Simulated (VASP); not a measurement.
BaS:

```
Ba S
1.0
     0.00000    3.22568    3.22568
     3.22568    0.00000    3.22568
     3.22568    3.22568    0.00000
Ba S
1 1
Cartesian
  0.0000 0.0000 0.0000
  3.2257 3.2257 3.2257
```

The cell is a database's computed one.

* Program: VASP 6.6.1
* Task: relaxation of cell and atoms
* Functional: PBE
* Dispersion: D3(BJ)
* Potentials or basis: VASP PAW PBE potentials, release 64 (Ba_sv, S)
* Cutoff: 600 eV
* k mesh: 8 × 8 × 8
* Occupations: gaussian, width 0.02 eV
* Spin: no spin polarisation

At the start: pressure -1.2 GPa; volume 33.56 Å³/atom.

**Question.** How do energy, volume and symmetry change on relaxing?

**Answer.** Over 3 steps the energy falls by 3.8 meV/atom and the volume is 32.60 Å³/atom (-2.9 %); space group Fm-3m (No. 225, to 0.05 Å).

Step by step:
| step | energy change (eV) | largest force (eV/Å) | pressure (GPa) | volume (Å³) |
| --- | --- | --- | --- | --- |
| 1 | 0.0000 | 0.0000 | -1.22 | 67.13 |
| 2 | -0.0069 | 0.0000 | 0.36 | 64.68 |
| 3 | -0.0075 | 0.0000 | 0.00 | 65.20 |

Final structure:
```
Ba S
1.0
     0.00000    3.19445    3.19445
     3.19445    0.00000    3.19445
     3.19445    3.19445    0.00000
Ba S
1 1
Direct
  0.00000 0.00000 0.00000
  0.50000 0.50000 0.50000
```
